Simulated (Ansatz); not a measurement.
# Relaxing Be in the bcc type

First guess:

```
CELL_PARAMETERS angstrom
-1.40625 1.40625 1.40625
1.40625 -1.40625 1.40625
1.40625 1.40625 -1.40625
ATOMIC_POSITIONS crystal
Be 0.00000 0.00000 0.00000
```

These are results of DFT, PBE, PAW with Ansatz's default frozen-core files, scalar-relativistic in Ansatz 0.2.0, not measurements.

Cell and atoms relax within the symmetry of the start on a 20×20×20 k mesh with 0.05 eV Fermi–Dirac smearing.

The start is built from a prototype, known or not as a phase of this compound; the cutoff is 420 eV.

**Question.** What is the pressure of the first guess?

**Answer.** -23.3 GPa.

**Question.** What does it relax to?

**Answer.** a = 2.500 Å, b = 2.500 Å, c = 2.500 Å, α = 90.00°, β = 90.00°, γ = 90.00° (conventional cell), 7.82 Å³ per atom:
Space group Im-3m (No. 229). a = 2.500 Å, b = 2.500 Å, c = 2.500 Å, α = 90.00°, β = 90.00°, γ = 90.00°
| atom | site | symmetry | x | y | z |
| --- | --- | --- | --- | --- | --- |
| Be | 2a | m-3m | 0.0000 | 0.0000 | 0.0000 |

**Question.** How much energy does the relaxation release?

**Answer.** 315 meV/atom.
